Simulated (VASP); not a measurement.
## Hf: relaxation of cell and atoms with LDA

The system is Hf.

```
Hf
1.0
    -1.57244    1.57244    1.57244
     1.57244   -1.57244    1.57244
     1.57244    1.57244   -1.57244
Hf
1
Direct
  0.00000 0.00000 0.00000
```

This isn't the form of Hf at room conditions, which is hcp.

- Program: VASP 6.6.1
- Task: relaxation of cell and atoms
- Functional: LDA
- Potentials or basis: VASP PAW LDA potentials, release 64 (Hf_pv)
- Cutoff: 350 eV
- k mesh: 8 × 8 × 8
- Occupations: gaussian, width 0.1 eV
- Spin: no spin polarisation
- Target pressure: 75 GPa
- Further INCAR settings: ALGO = Fast; EDIFF = 1e-07; IBRION = 2; EDIFFG = -0.002; NSW = 80; ISIF = 3
- Target pressure: 75 GPa

| Item | Value |
| --- | --- |
| Relaxed volume | 14.12 Å³/atom |
| Relaxed cell | a = 2.637 Å, b = 2.637 Å, c = 2.637 Å, α = 109.47°, β = 109.47°, γ = 109.47° |
| Space group after relaxing (to 0.05 Å) | Im-3m (No. 229) |
| Energy change on relaxing (the enthalpy is what falls) | +546.2 meV/atom |
| Ionic steps | 5 |
| Pressure after relaxing | 75.0 GPa |
| Band gap on the k mesh | none (metal or under the smearing width) |

Step by step:
| step | energy change (eV) | largest force (eV/Å) | pressure (GPa) | volume (Å³) |
| --- | --- | --- | --- | --- |
| 1 | 0.0000 | 0.0000 | 50.02 | 15.55 |
| 2 | 3.5168 | 0.0000 | 232.59 | 10.71 |
| 3 | 0.4463 | 0.0000 | 69.78 | 14.34 |
| 4 | 0.5220 | 0.0000 | 73.74 | 14.17 |
| 5 | 0.5462 | 0.0000 | 75.02 | 14.12 |

Final structure:
```cif
data_structure
_symmetry_space_group_name_H-M 'P 1'
_symmetry_Int_Tables_number 1
_cell_length_a 2.6374
_cell_length_b 2.6374
_cell_length_c 2.6374
_cell_angle_alpha 109.471
_cell_angle_beta 109.471
_cell_angle_gamma 109.471
_cell_volume 14.12
loop_
_atom_site_label
_atom_site_type_symbol
_atom_site_fract_x
_atom_site_fract_y
_atom_site_fract_z
_atom_site_occupancy
Hf1 Hf 0.00000 0.00000 0.00000 1
```

Levels at points of the mesh, in eV from the Fermi level:
| k point | band 2 | band 3 | band 4 | band 5 | band 6 | band 7 | band 8 | band 9 |
| --- | --- | --- | --- | --- | --- | --- | --- | --- |
| (0.00, 0.00, 0.00) | -28.08 | -28.08 | -8.16 | 1.40 | 1.40 | 1.40 | 5.75 | 5.75 |
| (0.50, 0.00, 0.00) | -29.08 | -28.14 | -5.35 | -2.01 | 4.28 | 6.08 | 7.57 | 12.36 |
| (0.50, 0.50, 0.50) | -30.27 | -30.27 | -5.49 | -5.49 | 10.65 | 10.65 | 10.65 | 12.18 |

Wall time 7.8 s on 1 thread of Intel(R) Xeon(R) Platinum 8488C (Sapphire Rapids), with other jobs on the host, peak memory 0.12 GiB.

Caveat: the cell is relaxed towards a set pressure, so the enthalpy falls and the energy may rise. Zero-point motion and thermal expansion aren't in these numbers.
